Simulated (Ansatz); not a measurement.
This Ansatz input for Li2Se was spoiled on purpose:

```yaml
crystal:
  lattice:
    - [0.0, 2.99266419, 2.99266419]
    - [2.99266419, 0.0, 2.99266419]
    - [2.99266419, 2.99266419, 0.0]
  atoms:
    - { symbol: Li, position: [0.25, 0.25, 0.25] }
    - { symbol: Li, position: [0.75, 0.75, 0.75] }
    - { symbol: Se, position: [0.0, 0.0, 0.0] }
basis:
  ecutwfc: 500
  ecutrho_ratio: 4
kpoints:
  mp_grid: { grid: [1, 1, 1] }
hamiltonian:
  xc: r2scan
scf:
  occupations: { method: gaussian, width: 0.05 }
  max_iter: 60
output:
  forces: true
  stress: true
```

Launched as:
```sh
ansatz run input.yaml --threads 4 --pin off --max-ram 7168MiB --backend cpu --events-out ev --progress --plain --runs-dir out
```

**Question.** What is wrong with it?

**Answer.** One k-point for a small cell. Against the sound input: kpoints.mp_grid.grid: [8, 8, 8] → [1, 1, 1] (the cap on iterations is only a precaution).

What the program printed:

```
SCF iter   1: F=—  HF=-5884.770769 eV  |F-HF|=—  |Δ(HF+E_count)|=         —  Δρ=4.78e-2  dr2=2.37e0  dr2_τ=1.11e-1
SCF iter   2: F=—  HF=-5884.335639 eV  |F-HF|=—  |Δ(HF+E_count)|=   4.35e-1  Δρ=1.45e-2  dr2=1.20e-1  dr2_τ=1.55e-2
SCF iter   3: F=—  HF=-5884.390952 eV  |F-HF|=—  |Δ(HF+E_count)|=   5.53e-2  Δρ=5.80e-3  dr2=1.60e-2  dr2_τ=8.63e-4
SCF iter   4: F=—  HF=-5884.410757 eV  |F-HF|=—  |Δ(HF+E_count)|=   1.98e-2  Δρ=1.73e-3  dr2=9.31e-4  dr2_τ=5.11e-5
SCF iter   5: F=—  HF=-5884.412469 eV  |F-HF|=—  |Δ(HF+E_count)|=   1.71e-3  Δρ=7.98e-5  dr2=1.73e-6  dr2_τ=2.66e-7
SCF iter   6: F=—  HF=-5884.412481 eV  |F-HF|=—  |Δ(HF+E_count)|=   1.24e-5  Δρ=8.68e-6  dr2=2.72e-8  dr2_τ=4.19e-9
SCF iter   7: F=-5884.412481 eV  HF=-5884.412481 eV  |F-HF|=3.31e-10  |Δ(HF+E_count)|=   8.64e-8  Δρ=3.95e-7  dr2=5.48e-11  dr2_τ=9.30e-12
```

```
SCF 1 converged in 7 iterations: F = -5884.412481 eV  dr2 = 5.48e-11
SCF converged after 7 iterations
Free energy (F): -5884.412481 eV
E sigma→0 (E₀):  -5884.412481 eV
Fermi energy:    6.448189 eV
--- Forces (eV/Å), atoms counted from 1 ---
  atom   1  Li     0.00000000     0.00000000     0.00000000
  atom   2  Li     0.00000000     0.00000000     0.00000000
  atom   3  Se     0.00000000     0.00000000     0.00000000
--- Stress (GPa, compression-positive) ---
       28.249052       0.000000       0.000000
        0.000000      28.249052       0.000000
        0.000000       0.000000      28.249052
  P = ⅓ Tr σ = 28.2491 GPa (282.491 kbar)
```

The run converged all the same; its pressure of 28 GPa shows the fault against the sound run's. Its energy lies 2757 meV/atom from the sound one. Cost: 0.57 s on 4 threads of Arm Neoverse V2 (shared host), peak memory 0.41 GiB. The run before the change (r²SCAN, 500 eV, 8×8×8 mesh) gave:

```tsv
run	P (GPa)	gap on the mesh (eV)	cell moment (μB)	largest force component (eV/Å)
sound	0.0	3.48	–	0.000
spoiled	28.2	3.62	–	0.000
```

The chain of runs began from a cell as deposited in COD, expanded in volume.

Of that run: Kohn–Sham gaps of semilocal functionals lie under measured ones, often by a third or more.
